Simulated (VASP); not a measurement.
# ScAl3 (Pm-3m) in VASP: further runs, part 2 of 2

VASP 6.6.1. Earlier steps stand in the parts before.

## Step 3: Relaxation of cell and atoms, PBE+TS

Contents of INCAR:

```
ALGO = Normal
EDIFF = 1E-6
EDIFFG = -0.005
ENCUT = 600
GGA = PE
IBRION = 2
ISIF = 3
ISMEAR = -1
IVDW = 2
LASPH = True
LCHARG = False
LREAL = False
LWAVE = False
NELM = 80
NSW = 60
PREC = Accurate
SIGMA = 0.05
```

Contents of KPOINTS:

```
k-points
0
Gamma
  7 7 7
```

Contents of POSCAR:

```
ScAl3
1.0
    4.0878065700      0.0000000000      0.0000000000
    0.0000000000      4.0878065700      0.0000000000
    0.0000000000      0.0000000000      4.0878065700
Sc Al
1 3
Direct
    0.0000000000      0.0000000000      0.0000000000
    0.5000000000      0.5000000000      0.0000000000
    0.0000000000      0.5000000000      0.5000000000
    0.5000000000      0.0000000000      0.5000000000
```

Potentials or basis: VASP PAW PBE potentials, release 64 (Sc_sv, Al).

Launch:

```sh
cat potpaw_PBE.64/Sc_sv/POTCAR potpaw_PBE.64/Al/POTCAR > POTCAR
mpirun -np 1 vasp_std > vasp.out
```

OUTCAR:

```text
EDIFF = 1E-6
   EDIFFG = -0.005
   ENCUT = 600
   GGA = PE
   IBRION = 2
   ISIF = 3
   ISMEAR = -1
   IVDW = 2
   LASPH = True
   LREAL = False
   NELM = 80
   NSW = 60
   PREC = Accurate
  IVDW =   2

 ion  position               nearest neighbor table
   1  0.000  0.000  0.000-   2 2.89   3 2.89   4 2.89   3 2.89   4 2.89   2 2.89   3 2.89   3 2.89
                             2 2.89   4 2.89   4 2.89   2 2.89
   2  0.500  0.500  0.000-   1 2.89   3 2.89   4 2.89   3 2.89   4 2.89   1 2.89   4 2.89   4 2.89
                             1 2.89   3 2.89   3 2.89   1 2.89
   3  0.000  0.500  0.500-   1 2.89   2 2.89   4 2.89   1 2.89   2 2.89   1 2.89   4 2.89   1 2.89
                             2 2.89   4 2.89   2 2.89   4 2.89
   4  0.500  0.000  0.500-   1 2.89   2 2.89   3 2.89   1 2.89   2 2.89   2 2.89   3 2.89   2 2.89
                             1 2.89   3 2.89   1 2.89   3 2.89

  LATTYP: Found a simple cubic cell.
 ALAT       =     4.0878065700

  Lattice vectors:

 A1 = (   4.0878065700,   0.0000000000,   0.0000000000)
 A2 = (   0.0000000000,   4.0878065700,   0.0000000000)
 A3 = (   0.0000000000,   0.0000000000,   4.0878065700)

Analysis of symmetry for initial positions (statically):
=====================================================================
 Subroutine PRICEL returns:
 Original cell was already a primitive cell.

 Routine SETGRP: Setting up the symmetry group for a
 simple cubic supercell.

 Subroutine GETGRP returns: Found 48 space group operations
 (whereof 48 operations were pure point group operations)
 out of a pool of 48 trial point group operations.

The static configuration has the point symmetry O_h .

[... 291 lines left out ...]
--------------------------------------- Ionic step        4  -------------------------------------------

 number of electron      19.9999998 magnetization

 Free energy of the ion-electron system (eV)
  ---------------------------------------------------
  ext. energy  EPLUGINS =         0.00000000
  ---------------------------------------------------
  free energy    TOTEN  =       -19.13085936 eV

  energy without entropy =      -19.11816267  energy(sigma->0) =      -19.12451101

 E-fermi :   7.9027     XC(G=0): -10.7318

 val. band max:        7.8418000431   @ k =   0.4286   0.4286   0.1429
 cond. band min:       7.9096116526   @ k =   0.2857   0.0000   0.0000
 fundamental gap:      0.0678116095
 Fermi energy:         7.9027350839

 k-point     1 :       0.0000    0.0000    0.0000
  band No.  band energies     occupation
      1     -40.6958      2.00000
      2     -19.4316      2.00000
      3     -19.4316      2.00000
      4     -19.4316      2.00000
      5      -2.4352      2.00000
      6       5.2877      2.00000
      7       5.2877      2.00000
      8       6.1717      2.00000
      9       6.1717      2.00000
     10       6.1717      2.00000
     11       9.2714      0.00000
     12       9.3524      0.00000
     13       9.3524      0.00000
     14       9.3524      0.00000
[... 311 lines left out ...]
      3     -19.4639      2.00000
      4     -19.4639      2.00000
      5       2.0147      2.00000
      6       3.1003      2.00000
      7       3.1003      2.00000
      8       3.9747      2.00000
      9       5.1485      2.00000
     10       5.1485      2.00000
     11       5.2547      2.00000
     12       9.6325      0.00000
     13      10.8510      0.00000
     14      10.8510      0.00000

------------------------ aborting loop because EDIFF is reached ----------------------------------------

  Hirshfeld charges:
            ion         q(e)
   ------------------------------
      1     Sc       0.18566284
      2     Al      -0.06188761
      3     Al      -0.06188761
      4     Al      -0.06188761

  Tkatchenko/Scheffler method for vdW energy calculation
[... 31 lines left out ...]
  FREE ENERGIE OF THE ION-ELECTRON SYSTEM (eV)
  ---------------------------------------------------
  free  energy   TOTEN  =       -22.1618300477 eV

  energy  without entropy=      -22.1491333576  energy(sigma->0) =      -22.15548170

 reached required accuracy - stopping structural energy minimisation
```

OSZICAR:

```text
N       E                     dE             d eps       ncg     rms          rms(c)
DAV:   1     0.128842961953E+03    0.12884E+03   -0.91311E+03   560   0.145E+03
DAV:   2    -0.120670897404E+02   -0.14091E+03   -0.13830E+03   560   0.382E+02
DAV:   3    -0.201720229236E+02   -0.81049E+01   -0.78201E+01   890   0.776E+01
[... 34 lines left out ...]
DAV:   2    -0.191311271738E+02    0.29939E-02   -0.19182E-02   832   0.195E+00    0.868E-02
DAV:   3    -0.191309218450E+02    0.20533E-03   -0.59415E-04   828   0.199E-01    0.543E-02
DAV:   4    -0.191308572031E+02    0.64642E-04   -0.17150E-04   728   0.147E-01    0.226E-02
DAV:   5    -0.191308593877E+02   -0.21846E-05   -0.99182E-06   730   0.335E-02    0.394E-03
DAV:   6    -0.191308593559E+02    0.31851E-07   -0.10311E-06   322   0.101E-02
   4 F= -.22161830E+02 E0= -.22155482E+02  d E =-.119923E+00
```

Run time: 1.7 min. Hardware: 1 thread of Intel Xeon Platinum 8375C at 2.90GHz (Ice Lake), shared host; peak memory 0.23 GiB.

Results:

* Free energy: -22.1618 eV
* Relaxed volume: 15.76 Å³/atom
* Relaxed cell: a = 3.980 Å, b = 3.980 Å, c = 3.980 Å, α = 90.00°, β = 90.00°, γ = 90.00°
* Space group after relaxing (to 0.05 Å): Pm-3m (No. 221)
* Energy gained by relaxing: 30.0 meV/atom
* Ionic steps: 4
* Pressure after relaxing: 0.0 GPa
* Band gap on the k mesh: none (metal or under the smearing width)
* Hirshfeld charges: Sc +0.19; Al -0.06 e
* Dispersion energy per atom: -0.758 eV

Step by step:
```tsv
step	energy change (eV)	largest force (eV/Å)	pressure (GPa)	volume (Å³)
1	0.0000	0.0000	-7.51	68.31
2	-0.0813	0.0000	4.67	60.70
3	-0.1201	0.0000	-0.62	63.37
4	-0.1199	0.0000	-0.04	63.04
```

Final structure:
```yaml
crystal:
  lattice:
    - [3.97992, 0.00000, 0.00000]
    - [0.00000, 3.97992, 0.00000]
    - [0.00000, 0.00000, 3.97992]
  atoms:
    - { symbol: Sc, position: [0.00000, 0.00000, 0.00000] }
    - { symbol: Al, position: [0.50000, 0.50000, 0.00000] }
    - { symbol: Al, position: [0.00000, 0.50000, 0.50000] }
    - { symbol: Al, position: [0.50000, 0.00000, 0.50000] }
```

Caveat: atom-pairwise D2, TS and ULG terms overbind metals; pairwise dispersion overbinds metals, which lowers pressure and volume.

## Step 4: Relaxation of cell and atoms, PBEsol+D3

Contents of INCAR:

```
SYSTEM = ScAl3
PREC = Accurate ; ENCUT = 600
EDIFF = 1E-7 ; ISMEAR = -1
SIGMA = 0.05 ; LREAL = .FALSE.
LASPH = .TRUE. ; NELM = 60
ALGO = Normal ; ISIF = 3
LWAVE = .FALSE. ; LCHARG = .FALSE.
GGA = PS ; IVDW = 11
IBRION = 2 ; NSW = 40
EDIFFG = -0.01
```

Contents of KPOINTS:

```
regular mesh
0
G
  7 7 7
  0 0 0
```

POSCAR is that of step 3.

Launch:

```sh
cat potpaw_PBE.64/Sc_sv/POTCAR potpaw_PBE.64/Al/POTCAR > POTCAR
mpirun -np 1 vasp_std > vasp.out
```

Run time: 72 s. Hardware: 1 thread of Intel Xeon Platinum 8375C at 2.90GHz (Ice Lake), shared host; peak memory 0.23 GiB.

It converged, with:

| Property | Result |
| --- | --- |
| Free energy | -21.5250 eV |
| Relaxed volume | 16.49 Å³/atom |
| Relaxed cell | a = 4.041 Å, b = 4.041 Å, c = 4.041 Å, α = 90.00°, β = 90.00°, γ = 90.00° |
| Space group after relaxing (to 0.05 Å) | Pm-3m (No. 221) |
| Energy gained by relaxing | 5.8 meV/atom |
| Ionic steps | 3 |
| Pressure after relaxing | 0.0 GPa |
| Band gap on the k mesh | none (metal or under the smearing width) |
| Dispersion energy per atom | -0.191 eV |

Step by step:
| step | energy change (eV) | largest force (eV/Å) | pressure (GPa) | volume (Å³) |
| --- | --- | --- | --- | --- |
| 1 | 0.0000 | 0.0000 | -3.07 | 68.31 |
| 2 | -0.0198 | 0.0000 | 1.26 | 65.13 |
| 3 | -0.0231 | 0.0000 | 0.00 | 65.97 |

Final structure:
```yaml
crystal:
  lattice:
    - [4.04062, 0.00000, 0.00000]
    - [0.00000, 4.04062, 0.00000]
    - [0.00000, 0.00000, 4.04062]
  atoms:
    - { symbol: Sc, position: [0.00000, 0.00000, 0.00000] }
    - { symbol: Al, position: [0.50000, 0.50000, 0.00000] }
    - { symbol: Al, position: [0.00000, 0.50000, 0.50000] }
    - { symbol: Al, position: [0.50000, 0.00000, 0.50000] }
```

Levels at points of the mesh, in eV from the Fermi level:
```tsv
k point	band 7	band 8	band 9	band 10	band 11	band 12	band 13	band 14
(0.00, 0.00, 0.00)	-2.57	-1.71	-1.71	-1.71	1.33	1.41	1.41	1.41
```

Caveat: the PAW data sets were made with another functional, which shifts forces and pressure a little; pairwise dispersion overbinds metals, which lowers pressure and volume.

## Step 5: Relaxation of cell and atoms, PBEsol+D3(BJ)

Contents of INCAR:

```
  PREC = Accurate
  ENCUT = 600
  EDIFF = 1E-6
  ISMEAR = -1
  SIGMA = 0.05
  LREAL = F
  LASPH = T
  NELM = 80
  ALGO = Fast
  ISIF = 3
  LWAVE = F
  LCHARG = F
  GGA = PS
  IVDW = 12
  IBRION = 2
  NSW = 40
  EDIFFG = -0.01
```

Contents of KPOINTS:

```
regular mesh
0
Gamma
  7 7 7
```

POSCAR is that of step 4.

Launch:

```sh
cat potpaw_PBE.64/Sc_sv/POTCAR potpaw_PBE.64/Al/POTCAR > POTCAR
mpirun -np 1 vasp_std > vasp.out
```

It took 1.8 min on 1 thread of Intel Xeon Platinum 8375C at 2.90GHz (Ice Lake), shared host; peak memory 0.22 GiB.

The run converged. Its results:

```
Free energy                            : -22.2847 eV
Relaxed volume                         : 16.25 Å³/atom
Relaxed cell                           : a = 4.021 Å, b = 4.021 Å, c = 4.021 Å, α = 90.00°, β = 90.00°, γ = 90.00°
Space group after relaxing (to 0.05 Å) : Pm-3m (No. 221)
Energy gained by relaxing              : 12.0 meV/atom
Ionic steps                            : 3
Pressure after relaxing                : 0.0 GPa
Band gap on the k mesh                 : none (metal or under the smearing width)
Dispersion energy per atom             : -0.386 eV
```

The path:
```tsv
step	energy change (eV)	largest force (eV/Å)	pressure (GPa)	volume (Å³)
1	0.0000	0.0000	-4.47	68.31
2	-0.0394	0.0000	2.17	63.70
3	-0.0480	0.0000	0.00	65.01
```

Final structure:
```yaml
crystal:
  lattice:
    - [4.02101, 0.00000, 0.00000]
    - [0.00000, 4.02101, 0.00000]
    - [0.00000, 0.00000, 4.02101]
  atoms:
    - { symbol: Sc, position: [0.00000, 0.00000, 0.00000] }
    - { symbol: Al, position: [0.50000, 0.50000, 0.00000] }
    - { symbol: Al, position: [0.00000, 0.50000, 0.50000] }
    - { symbol: Al, position: [0.50000, 0.00000, 0.50000] }
```

Levels at points of the mesh, in eV from the Fermi level:
| k point | band 6 | band 7 | band 8 | band 9 | band 10 | band 11 | band 12 | band 13 | band 14 |
| --- | --- | --- | --- | --- | --- | --- | --- | --- | --- |
| (0.00, 0.00, 0.00) | -2.58 | -2.58 | -1.71 | -1.71 | -1.71 | 1.33 | 1.42 | 1.42 | 1.42 |

Caveat: the PAW data sets were made with another functional, which shifts forces and pressure a little; pairwise dispersion overbinds metals, which lowers pressure and volume.

## Step 6: The runs side by side

```tsv
level	gap on the mesh (eV)	pressure (GPa)	relaxed volume (Å³/atom)
PBE+rVV10	none	0.0	17.19
PBE+TS	none	0.0	15.76
PBEsol+D3	none	0.0	16.49
PBEsol+D3(BJ)	none	0.0	16.25
```

Alike in all rows: task relaxation of cell and atoms; potentials or basis VASP PAW PBE potentials, release 64 (Sc_sv, Al); no spin polarisation; cell relaxed; k mesh 7 × 7 × 7; cutoff (eV) 600; smearing fermi-dirac 0.05 eV.

Caveats: pairwise dispersion overbinds metals, which lowers pressure and volume; the PAW data sets were made with another functional, which shifts forces and pressure a little (some runs); atom-pairwise D2, TS and ULG terms overbind metals (some runs).

Total energies depend on the potentials used, so only differences within one code and one set of settings carry meaning.
